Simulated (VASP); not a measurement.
# In (I4/mmm) in VASP: single point with PBE0

Aim: the single point of In with PBE0.

All numbers are computed with VASP 6.6.1; they aren't measurements. Logs are shortened: lines on timing, memory, paths and dates and some standing lists are left out, and cuts for length are marked.

## (1) The crystal as given

Symmetry: I4/mmm, No. 139, tetragonal system. The conventional cell has a = 3.313 Å, b = 3.313 Å, c = 4.665 Å, α = 90.00°, β = 90.00°, γ = 90.00°. Around In (site symmetry 4/mmm) lie 12 In at 3.31 Å.

## (2) Single point, PBE0

Input file POSCAR:

```
In
1.0
   -1.6567500000      1.6567500000      2.3325100000
    1.6567500000     -1.6567500000      2.3325100000
    1.6567500000      1.6567500000     -2.3325100000
In
1
Direct
    0.0000000000      0.0000000000      1.0000000000
```

Input file INCAR.step1:

```
SYSTEM = In
  PREC = Accurate
  ENCUT = 520
  EDIFF = 1E-5
  ISMEAR = 0
  SIGMA = 0.1
  LREAL = .False.
  LASPH = .True.
  NELM = 60
  ALGO = Normal
  ISIF = 2
  LWAVE = .True.
  LCHARG = .False.
  NBANDS = 12
  GGA = PE
```

Input file INCAR.step2:

```
SYSTEM = In
  PREC = Accurate
  ENCUT = 520
  EDIFF = 1E-6
  ISMEAR = 0
  SIGMA = 0.1
  LREAL = .False.
  LASPH = .True.
  NELM = 60
  ALGO = Normal
  ISIF = 2
  LWAVE = .False.
  LCHARG = .False.
  GGA = PE
  LHFCALC = .True.
  AEXX = 0.25
  PRECFOCK = Fast
  HFRCUT = -1
  NBANDS = 12
  ISTART = 1
```

Input file KPOINTS:

```
regular mesh
0
Gamma
  8 8 8
  0 0 0
```

Potentials or basis: VASP PAW PBE potentials, release 64 (In_d).

Launch:

```bash
> cat potpaw_PBE.64/In_d/POTCAR > POTCAR
> cp INCAR.step1 INCAR
> mpirun -np 1 vasp_std > vasp.out
> cp INCAR.step2 INCAR
> mpirun -np 1 vasp_std > vasp.out
```

OUTCAR:

```text
SYSTEM = In
   PREC = Accurate
   ENCUT = 520
   EDIFF = 1E-6
   ISMEAR = 0
   LREAL = .False.
   LASPH = .True.
   NELM = 60
   ISIF = 2
   GGA = PE
   LHFCALC = .True.
   AEXX = 0.25
   PRECFOCK = Fast
   ISTART = 1

 ion  position               nearest neighbor table
   1  0.000  0.000  0.000-

  LATTYP: Found a body centered tetragonal cell.
 ALAT       =     3.3135000000
 C/A-ratio  =     1.4078829033

  Lattice vectors:

 A1 = (  -1.6567500000,   1.6567500000,   2.3325100000)
 A2 = (   1.6567500000,  -1.6567500000,   2.3325100000)
 A3 = (   1.6567500000,   1.6567500000,  -2.3325100000)

Analysis of symmetry for initial positions (statically):
=====================================================================
 Subroutine PRICEL returns:
 Original cell was already a primitive cell.

 Routine SETGRP: Setting up the symmetry group for a
 body centered tetragonal supercell.

 Subroutine GETGRP returns: Found 16 space group operations
 (whereof 16 operations were pure point group operations)
 out of a pool of 16 trial point group operations.

The static configuration has the point symmetry D_4h.

Analysis of symmetry for dynamics (positions and initial velocities):
=====================================================================
 Subroutine PRICEL returns:
 Original cell was already a primitive cell.

 Routine SETGRP: Setting up the symmetry group for a
 body centered tetragonal supercell.

 Subroutine GETGRP returns: Found 16 space group operations
 (whereof 16 operations were pure point group operations)
 out of a pool of 16 trial point group operations.

The dynamic configuration has the point symmetry D_4h.

 Subroutine INISYM returns: Found 16 space group operations
 (whereof 16 operations are pure point group operations),
 and found     1 'primitive' translations

----------------------------------------------------------------------------------------

                                     Primitive cell

  volume of cell :      25.6093

  direct lattice vectors                    reciprocal lattice vectors
    -1.656750000  1.656750000  2.332510000     0.000000000  0.301795684  0.214361353
     1.656750000 -1.656750000  2.332510000     0.301795684  0.000000000  0.214361353
     1.656750000  1.656750000 -2.332510000     0.301795684  0.301795684  0.000000000

  length of vectors
     3.306091957  3.306091957  3.306091957     0.370177559  0.370177559  0.426803550

  position of ions in fractional coordinates (direct lattice)
     0.000000000  0.000000000  0.000000000

  ion indices of the primitive-cell ions
   primitive index   ion index
                 1           1

----------------------------------------------------------------------------------------

 KPOINTS: regular mesh

Automatic generation of k-mesh.
 Grid dimensions read from file:
 generate k-points for:    8    8    8

 Generating k-lattice:

  Cartesian coordinates                     Fractional coordinates (reciprocal lattice)
     0.000000000  0.037724461  0.026795169     0.125000000  0.000000000  0.000000000
     0.037724461  0.000000000  0.026795169     0.000000000  0.125000000  0.000000000
     0.037724461  0.037724461  0.000000000     0.000000000  0.000000000  0.125000000

  Length of vectors
     0.046272195  0.046272195  0.053350444

  Shift w.r.t. Gamma in fractional coordinates (k-lattice)
     0.000000000  0.000000000  0.000000000

 Subroutine IBZKPT returns following result:
 ===========================================

 Found     59 irreducible k-points:

 Following reciprocal coordinates:
            Coordinates               Weight
  0.000000  0.000000  0.000000      1.000000
  0.125000  0.000000 -0.000000      8.000000
  0.250000  0.000000 -0.000000      8.000000
  0.375000  0.000000 -0.000000      8.000000
  0.500000  0.000000 -0.000000      4.000000
  0.125000  0.125000 -0.000000      8.000000
[... 16 lines left out ...]
  0.250000  0.125000  0.125000     16.000000
  0.375000  0.125000  0.125000      8.000000
 [... further k-points ...]
   k-points           NKPTS =     59   k-points in BZ     NKDIM =    512   number of bands    NBANDS=     12
   number of dos      NEDOS =    301   number of ions     NIONS =      1
   total plane-waves  NPLWV =  21952
   dimension x,y,z NGX =    28 NGY =   28 NGZ =   28
   dimension x,y,z NGXF=    56 NGYF=   56 NGZF=   56
   ions per type =               1
   NGX,Y,Z   is equivalent  to a cutoff of  14.08, 14.08, 14.08 a.u.
   NGXF,Y,Z  is equivalent  to a cutoff of  28.16, 28.16, 28.16 a.u.
 SYSTEM =  In
   PREC   = accura    normal or accurate (medium, high low for compatibility)
   ISTART =      1    job   : 0-new  1-cont  2-samecut
   ICHARG =      0    charge: 1-file 2-atom 10-const
   ISPIN  =      1    spin polarized calculation?
   LNONCOLLINEAR =      F non collinear calculations
   LSORBIT =      F    spin-orbit coupling
   LASPH  =      T    aspherical Exc in radial PAW
   ENCUT  =  520.0 eV  38.22 Ry    6.18 a.u.   6.15  6.15  6.15*2*pi/ulx,y,z
   NELM   =     60;   NELMIN=  2; NELMDL=  0     # of ELM steps
   EDIFF  = 0.1E-05   stopping-criterion for ELM
   LREAL  =      F    real-space projection
   EDIFFG = 0.1E-04   stopping-criterion for IOM
   NSW    =      0    number of steps for IOM
   IBRION =     -1    ionic relax: 0-MD 1-quasi-New 2-CG
   NFREE  =      0    steps in history (QN), initial steepest desc. (CG)
   ISIF   =      2    stress and relaxation
   ISYM   =      3    0-nonsym 1-usesym 2-fastsym
   POTIM  = 0.5000    time-step for ionic-motion
   TEBEG  =    0.0;   TEEND  =   0.0 temperature during run
   PSTRESS=    0.0 pullay stress
   NELECT =      13.0000    total number of electrons
   NUPDOWN=      -1.0000    fix difference up-down
   EMIN   =  10.00;   EMAX   =-10.00  energy-range for DOS
   EFERMI =   0.00;   METHOD = LEGACY
   ISMEAR =     0;   SIGMA  =   0.10  broadening in eV -4-tet -1-fermi 0-gaus
   EFERMI_NEDOS =   21; number of points for ismear=-14 and -15
   IALGO  =     38    algorithm
   IMIX   =      1    mixing-type and parameters
     AMIX     =   0.40;   BMIX     =  1.00
     AMIX_MAG =   1.60;   BMIX_MAG =  1.00
  volume/ion in A,a.u.               =      25.61       172.82
  Fermi-wavevector in a.u.,A,eV,Ry     =   1.305941  2.467870 23.204480  1.705481
  Thomas-Fermi vector in A             =   2.436776
   LORBIT       =      0    0 simple, 1 ext, 2 COOP (PROOUT), +10 PAW based schemes
   GGA     = PE    functional components
   LHFCALC =     T    Hartree Fock is set to
   PRECFOCK=fast      Normal, Fast or Accurate (Low or Medium for compatibility)
   ENCUT4O =  -1.0   cutoff for four orbital integrals eV
   NKREDX  =     1    reduce k-point grid by
   NKREDY  =     1    reduce k-point grid by
   NKREDZ  =     1    reduce k-point grid by
   AEXX    =    0.2500 exact exchange contribution
   HFSCREEN=    0.0000 screening length (either q_TF or 0.3 A-1)
   HFSCREENC=   0.0000 screening length for correlation (either q_TF or 0.3 A-1)
   ENCUTFOCK=  -1.0 apply spherical cutoff to Coloumb kernel
   IVDW    =     0    specifies the selected vdW correction
   LEPSILON=     F    determine dielectric tensor
   LRPA    =     F    only Hartree local field effects (RPA)
 non-spin polarized calculation
 Gauss-broadening in eV      SIGMA  =   0.10
  energy-cutoff  :      520.00
  volume of cell :       25.61
 maximum number of plane-waves:       701
 NGX is ok and might be reduce to    28
  NGX = 16; NGY = 16; NGZ = 16

 number of electron      13.0000002 magnetization

 Free energy of the ion-electron system (eV)
  ---------------------------------------------------
  ext. energy  EPLUGINS =         0.00000000
  ---------------------------------------------------
  free energy    TOTEN  =        -3.14656408 eV

  energy without entropy =       -3.14592628  energy(sigma->0) =       -3.14624518

 E-fermi :   8.0826     XC(G=0):  -8.1707

 val. band max:        7.5239599987   @ k =  -0.3750   0.5000   0.3750
 cond. band min:       8.2064408213   @ k =  -0.2500  -0.3750   0.1250
 fundamental gap:      0.6824808226
 Fermi energy:         8.0825549270

 k-point     1 :       0.0000    0.0000    0.0000
  band No.  band energies     occupation
      1      -9.3976      2.00000
      2      -9.3976      2.00000
      3      -9.3909      2.00000
      4      -9.2104      2.00000
      5      -9.2039      2.00000
      6      -3.7015      2.00000
      7      19.8487      0.00000
      8      19.8615      0.00000
      9      19.8615      0.00000
     10      20.4216      0.00000
     11      23.1053      0.00000
     12      23.1098      0.00000

 k-point     2 :       0.1250    0.0000   -0.0000
  band No.  band energies     occupation
      1      -9.4012      2.00000
      2      -9.3719      2.00000
      3      -9.3673      2.00000
      4      -9.2100      2.00000
      5      -9.2046      2.00000
      6      -3.2899      2.00000
      7      16.3088      0.00000
      8      19.2588      0.00000
      9      19.2715      0.00000
     10      20.2557      0.00000
     11      24.1681      0.00000
     12      24.1807      0.00000

 k-point     3 :       0.2500    0.0000   -0.0000
  band No.  band energies     occupation
      1      -9.4239      2.00000
      2      -9.3524      2.00000
      3      -9.3470      2.00000
      4      -9.1665      2.00000
      5      -9.1649      2.00000
      6      -2.0930      2.00000
      7      11.6386      0.00000
      8      18.3580      0.00000
      9      18.4044      0.00000
     10      20.0683      0.00000
     11      23.2475      0.00000
     12      23.2702      0.00000
[... 286 lines left out ...]
 k-point    23 :       0.2500    0.1250    0.1250
  band No.  band energies     occupation
      1      -9.4340      2.00000
      2      -9.3825      2.00000
      3      -9.2623      2.00000
      4      -9.1620      2.00000
      5      -9.0729      2.00000
      6       1.0239      2.00000
      7       8.2321      0.03439
      8      12.2894      0.00000
      9      14.5704      0.00000
     10      19.9903      0.00000
     11      22.5255      0.00000
     12      24.3294      0.00000

 k-point    24 :       0.3750    0.1250    0.1250
  band No.  band energies     occupation
      1      -9.4152      2.00000
      2      -9.4019      2.00000
      3      -9.2437      2.00000
      4      -9.1749      2.00000
      5      -9.0506      2.00000
      6       3.4434      2.00000
      7       4.6432      2.00000
      8      12.4347      0.00000
      9      13.6809      0.00000
     10      19.8716      0.00000
     11      22.3918      0.00000
     12      27.4705      0.00000

 [... further k-points ...]

------------------------ aborting loop because EDIFF is reached ----------------------------------------

  FORCE on cell =-STRESS in cart. coord.  units (eV):
  Direction    XX          YY          ZZ          XY          YZ          ZX
  --------------------------------------------------------------------------------------
  -------------------------------------------------------------------------------------
  Total        0.2232600      0.2232600      0.2798745      0.0000000      0.0000000     -0.0000000
  in kB       13.9676723     13.9676723     17.5096074      0.0000000      0.0000000     -0.0000000
  external PRESSURE =      15.1483173 kB  Pullay stress =       0.0000000 kB

 VOLUME and BASIS-vectors are now :
 -----------------------------------------------------------------------------
  energy-cutoff  :      520.00
  volume of cell :       25.61
      direct lattice vectors                 reciprocal lattice vectors
    -1.656750000  1.656750000  2.332510000     0.000000000  0.301795684  0.214361353
     1.656750000 -1.656750000  2.332510000     0.301795684  0.000000000  0.214361353
     1.656750000  1.656750000 -2.332510000     0.301795684  0.301795684  0.000000000

 POSITION                                       TOTAL-FORCE (eV/Angst)
 -----------------------------------------------------------------------------------
      0.00000      0.00000      0.00000         0.000000      0.000000      0.000000
 -----------------------------------------------------------------------------------
    total drift:                                0.000000      0.000000      0.000000

  FREE ENERGIE OF THE ION-ELECTRON SYSTEM (eV)
  ---------------------------------------------------
  free  energy   TOTEN  =        -3.1465640808 eV

  energy  without entropy=       -3.1459262835  energy(sigma->0) =       -3.14624518
```

Run time: 57 min. Hardware: 1 thread of Intel Xeon Platinum 8259CL at 2.50GHz (Skylake/Cascade Lake), shared host; peak memory 0.19 GiB.

What came out:

| Property | Result |
| --- | --- |
| Free energy | -3.1466 eV |
| Pressure | 1.5 GPa |
| Band gap on the k mesh | none (metal or under the smearing width) |

Levels at points of the mesh, in eV from the Fermi level:
```
           k point  band 2  band 3  band 4  band 5  band 6  band 7  band 8  band 9  band 10  band 11
(0.00, 0.00, 0.00)  -17.48  -17.47  -17.29  -17.29  -11.78   11.77   11.78   11.78    12.34    15.02
(0.50, 0.00, 0.00)  -17.47  -17.46  -17.12  -17.12   -5.61   -4.71    9.42    9.51    11.59    13.45
(0.50, 0.50, 0.00)  -17.62  -17.13  -17.08  -17.08   -3.40   -2.94    4.57    4.60     8.11     8.15
(0.50, 0.50, 0.50)  -17.62  -17.13  -17.08  -17.08   -3.35   -2.84    4.52    4.52     8.03     8.10
```

Caveat: the PAW data sets were made with another functional, which shifts forces and pressure a little.
